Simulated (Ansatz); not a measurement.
YN: pressure against volume, fitted

```
CELL_PARAMETERS angstrom
0.00000 2.43850 2.43850
2.43850 0.00000 2.43850
2.43850 2.43850 0.00000
ATOMIC_POSITIONS crystal
Y 0.00000 0.00000 0.00000
N 0.50000 0.50000 0.50000
```

Atom numbers follow the list: Y1, N2.

The cell is COD entry 9008768, as deposited and not checked against the literature; nothing was relaxed.

Level of theory: Ansatz 0.2.0, DFT, PBE, all-electron LAPW, scalar-relativistic.

Sampling and basis: a Γ-centred 9×9×9 k mesh, Fermi–Dirac smearing of 0.03 eV, basis error target 0.5 meV/atom, no spin polarisation.

The cell is scaled evenly. Fractional coordinates are held (clamped ions).

| V (Å³/atom) | P (GPa) |
| --- | --- |
| 13.630 | 15.05 |
| 13.920 | 10.61 |
| 14.065 | 8.55 |
| 14.210 | 6.60 |
| 14.355 | 4.75 |
| 14.500 | 2.99 |
| 14.645 | 1.31 |
| 14.790 | -0.28 |
| 14.935 | -1.79 |
| 15.080 | -3.22 |
| 15.370 | -5.88 |

**Question.** Fit a third-order Birch–Murnaghan curve to the pressures.

**Answer.** P = (3B0/2)(y^(7/2) − y^(5/2))[1 + (3/4)(B0′ − 4)(y − 1)] with y = (V0/V)^(2/3) fits within 0.01 GPa for V0 = 14.764 Å³/atom, B0 = 159.2 GPa and B0′ = 4.20.

**Question.** Predict the pressure at the withheld volume, 13.637 Å³/atom.

**Answer.** There y = 1.0544, so the fit gives 14.94 GPa; the run gave 14.93 GPa.
